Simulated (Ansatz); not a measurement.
**Li₂Se: levels along high-symmetry lines**

```
Li Se
1.0
     0.00000    3.00250    3.00250
     3.00250    0.00000    3.00250
     3.00250    3.00250    0.00000
Li Se
2 1
Direct
  0.25000 0.25000 0.25000
  0.75000 0.75000 0.75000
  0.00000 0.00000 0.00000
```

Atoms are numbered in the order listed.

The geometry is COD entry 1011373, unchecked; take it as a test cell.

These are results of DFT, LDA, all-electron LAPW, scalar-relativistic in Ansatz 0.2.0, not measurements.

Settings: a Γ-centred 9×9×9 k mesh, Fermi–Dirac smearing of 0.03 eV, basis error target 1 meV/atom, no spin polarisation.

Points in fractions of the reciprocal vectors of this cell: Γ (0, 0, 0), X (0.5, 0, 0.5), U (0.625, 0.25, 0.625), K (0.375, 0.375, 0.75), L (0.5, 0.5, 0.5), W (0.5, 0.25, 0.75). The path runs Γ–X–U–K–Γ–L–W–X. Energies are in eV from the top of the valence band; (×n) counts levels within 4 meV of each other, which need not be degenerate by symmetry.

Q: List the levels at X between -8 and 5 eV.

A: -2.28, -1.46 (×2), 2.81.

Q: List the levels at L between -8 and 5 eV.

A: -2.93, -0.54 (×2), 4.96.

Q: List the levels at Γ between -8 and 5 eV.

A: 0.00 (×3), 3.19.

Q: What is the band gap?

A: 2.81 eV, indirect from Γ to X (0.5, 0, 0.5).
